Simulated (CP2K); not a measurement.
Input of a CP2K 2026.2 run:

The input fesi2_scf.inp:

```
&GLOBAL
  PROJECT fesi2_scf
  RUN_TYPE ENERGY_FORCE
  PRINT_LEVEL LOW
&END GLOBAL
&FORCE_EVAL
  METHOD QS
  STRESS_TENSOR ANALYTICAL
  &DFT
    BASIS_SET_FILE_NAME BASIS_MOLOPT_UZH
    POTENTIAL_FILE_NAME POTENTIAL_UZH
    UKS T
    MULTIPLICITY 5
    &MGRID
      CUTOFF 500
      REL_CUTOFF 60
      NGRIDS 4
    &END MGRID
    &QS
      METHOD GPW
      EPS_DEFAULT 1.0E-9
    &END QS
    &KPOINTS
      SCHEME MONKHORST-PACK 8 8 4
      GAMMA_CENTERED T
      SYMMETRY T
      SYMMETRY_BACKEND SPGLIB
    &END KPOINTS
    &SCF
      SCF_GUESS ATOMIC
      EPS_SCF 1.0E-6
      MAX_SCF 150
      ADDED_MOS 15 19
      CHOLESKY OFF
      EPS_EIGVAL 1.0E-7
      &DIAGONALIZATION ON
        ALGORITHM STANDARD
      &END DIAGONALIZATION
      &MIXING ON
        METHOD PULAY_MIXING
        ALPHA 0.4
        BETA 1.5
        NBUFFER 6
      &END MIXING
      &SMEAR ON
        METHOD FERMI_DIRAC
        ELECTRONIC_TEMPERATURE [K] 580.226
        FIXED_MAGNETIC_MOMENT 3.0
      &END SMEAR
    &END SCF
    &XC
      &XC_FUNCTIONAL
        &PBE
          PARAMETRIZATION PBESOL
        &END PBE
      &END XC_FUNCTIONAL
    &END XC
    &PRINT
      &KPOINTS ON
      &END KPOINTS
      &MULLIKEN ON
      &END MULLIKEN
      &MO ON
        ENERGIES T
        OCCUPATION_NUMBERS T
        &EACH
          QS_SCF 0
        &END EACH
        ADD_LAST NUMERIC
      &END MO
    &END PRINT
  &END DFT
  &SUBSYS
    &CELL
      A 2.6840000000 0.0000000000 0.0000000000
      B 0.0000000000 2.6840000000 0.0000000000
      C 0.0000000000 0.0000000000 5.1280000000
      PERIODIC XYZ
    &END CELL
    &COORD
      Fe  0.0000000000 0.0000000000 0.0000000000
      Si  1.3420000000 1.3420000000 3.7434400000
      Si  1.3420000000 1.3420000000 1.3845600000
    &END COORD
    &KIND Fe
      BASIS_SET DZVP-MOLOPT-PBE-GTH-q16
      POTENTIAL GTH-PBE-q16
      MAGNETIZATION 3.0
    &END KIND
    &KIND Si
      BASIS_SET DZVP-MOLOPT-PBE-GTH-q4
      POTENTIAL GTH-PBE-q4
    &END KIND
    &PRINT
      &ATOMIC_COORDINATES ON
      &END ATOMIC_COORDINATES
      &CELL ON
      &END CELL
      &SYMMETRY ON
      &END SYMMETRY
    &END PRINT
  &END SUBSYS
  &PRINT
    &FORCES ON
    &END FORCES
    &STRESS_TENSOR ON
    &END STRESS_TENSOR
  &END PRINT
&END FORCE_EVAL
```

Potentials or basis: POTENTIAL_UZH Fe GTH-PBE-q16, Si GTH-PBE-q4; DZVP-MOLOPT-PBE-GTH basis.

Run with:

```console
$ OMP_NUM_THREADS=1 cp2k.psmp -i fesi2_scf.inp -o fesi2_scf.out
```

(1) What does it give for the Mulliken charges?

(2) What does it give for the largest force?

(3) Predict the pressure.

## Answers

(1) Fe -0.45; Si +0.23 e.

(2) 2.627 eV/Å.

(3) 38.6 GPa.

Caveat: a pressure of tens of GPa on the cell as given is suspect, and the run, the potentials or the cell itself is likely at fault; the potentials were made for another functional, which shifts forces and pressure; the basis of atomic orbitals isn't converged, which shifts pressures, moduli and gaps; the total moment is fixed, so each spin has its own Fermi level.
